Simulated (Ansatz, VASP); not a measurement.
# Two plane-wave programs on MgO

File POSCAR:

```
MgO
1.0
    3.4629787849      0.0000000000      0.0000000000
   -1.7314893925      2.9990276847      0.0000000000
    0.0000000000      0.0000000000      4.1499996115
Mg O
2 2
Direct
    0.6666666667      0.3333333333      0.7500000000
    0.3333333333      0.6666666667      0.2500000000
    0.6666666667      0.3333333333      0.2500000000
    0.3333333333      0.6666666667      0.7500000000
```

Contents of INCAR.step1:

```
SYSTEM = MgO
PREC = Accurate ; ENCUT = 520
ISMEAR = 0 ; SIGMA = 0.01
LREAL = .False. ; LASPH = .True.
NELM = 100 ; NBANDS = 16
GGA = PE ; ALGO = Normal
EDIFF = 1E-4 ; LWAVE = .True.
LCHARG = .False.
```

The input INCAR.step2:

```
SYSTEM = MgO
PREC = Accurate ; ENCUT = 520
EDIFF = 1E-7 ; ISMEAR = 0
SIGMA = 0.01 ; LREAL = .False.
LASPH = .True. ; NELM = 100
ALGO = Normal ; ISIF = 2
LWAVE = .False. ; LCHARG = .True.
METAGGA = R2SCAN ; LMIXTAU = .True.
LELF = .True. ; LVHAR = .True.
NBANDS = 16 ; ISTART = 1
```

KPOINTS

```
Automatic mesh
0
Gamma
  6 6 6
  0 0 0
```

Input for Ansatz:

```yaml
crystal:
  lattice:
    - [3.462978784900938, 0.0, 0.0]
    - [-1.731489392450469, 2.999027684726419, 0.0]
    - [0.0, 0.0, 4.149999611472508]
  atoms:
    - { symbol: Mg, position: [0.6666666666666666, 0.3333333333333333, 0.75] }
    - { symbol: Mg, position: [0.3333333333333333, 0.6666666666666666, 0.25] }
    - { symbol: O, position: [0.6666666666666666, 0.3333333333333333, 0.25] }
    - { symbol: O, position: [0.3333333333333333, 0.6666666666666666, 0.75] }
basis:
  ecutwfc: 530.0
kpoints:
  mp_grid:
    grid: [6, 6, 6]
hamiltonian:
  xc: r2scan
scf:
  occupations:
    method: fixed
output:
  stress: true
```

Measurements of this composition are mostly on another form, of space group No. 225.

Alike in both runs: task single point; functional r2SCAN; k mesh 6 × 6 × 6; no spin polarisation.

|  | VASP | Ansatz |
| --- | --- | --- |
| version | VASP 6.6.1 | Ansatz 0.2.0 |
| potentials or method | VASP PAW PBE potentials, release 64 (Mg, O) | plane waves, PAW |
| plane-wave cutoff (eV) | 520 | 530 |
| occupations | gaussian, width 0.01 eV | fixed |
| valence electrons in the cell | 16 | 32 |

```csv
,VASP,Ansatz,Ansatz less VASP
pressure (GPa),2.2,3.0,+0.79
largest component of the traceless stress (GPa),0.26,0.46,+0.200
```

The two sets of potentials don't hold the same shells in valence.

Caveats: the PAW data sets were made with another functional, which shifts forces and pressure a little (VASP). r2SCAN opens gaps a little over a GGA but as a rule still falls short of measured ones.
